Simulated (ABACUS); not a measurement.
Runs of ABACUS 3.10.1 on Si2Ni. It takes space group Fm-3m (No. 225, cubic). The conventional cell has a = 5.406 Å, b = 5.406 Å, c = 5.406 Å, α = 90.00°, β = 90.00°, γ = 90.00°. Ni (site symmetry m-3m) is surrounded by 8 Si at 2.34 Å. Around Si (site symmetry -43m) lie 4 Ni at 2.34 Å. 

```tsv
task	potentials or basis	cutoff (eV)	SCF threshold on the density	eigensolver	gap on the mesh (eV)	pressure (GPa)	moment (μB)	V0 of scaled cells (Å³/atom)	B0 (GPa)
equation of state	PseudoDojo NC SR 0.4.1 PBE standard, TZDP LCAO (the cutoffs set its grid)	1361	1e-07	genelpa	-	-	-	13.54	144
single point	PseudoDojo NC SR 0.4.1 PBE standard, TZDP LCAO (the cutoffs set its grid)	1361	1e-07	genelpa	none	4.3	0.00	-	-
single point	PseudoDojo NC SR 0.4.1 PBE standard, DZP LCAO (the cutoffs set its grid)	1361	1e-07	genelpa	none	5.6	0.00	-	-
single point	PseudoDojo NC SR 0.4.1 PBE standard, plane waves	1333	1e-08	dav	none	(c)	0.00	-	-
equation of state	PseudoDojo NC SR 0.4.1 PBE standard, DZP LCAO (the cutoffs set its grid)	1361	1e-07	genelpa	-	-	-	(b)	139
equation of state	PseudoDojo NC SR 0.4.1 PBE standard, plane waves	1333	1e-08	dav	-	-	-	13.51	(a)
```

Alike in all rows: level PBE; spin collinear, ferromagnetic start; cell as given; k mesh 9 × 9 × 9; smearing fermi-dirac 0.05 eV.

**Question.** Fill in the values left out.

**Answer.** (a) 145; (b) 13.66; (c) 3.9.

Caveats: the atomic orbitals were generated for these runs and aren't a published set (some runs); the basis of atomic orbitals isn't converged, which shifts pressures, moduli and gaps (some runs).

A k mesh can miss the band edges.

A gap of «none» marks a metal or a gap under the smearing width.

Not every run made on this cell is shown here.
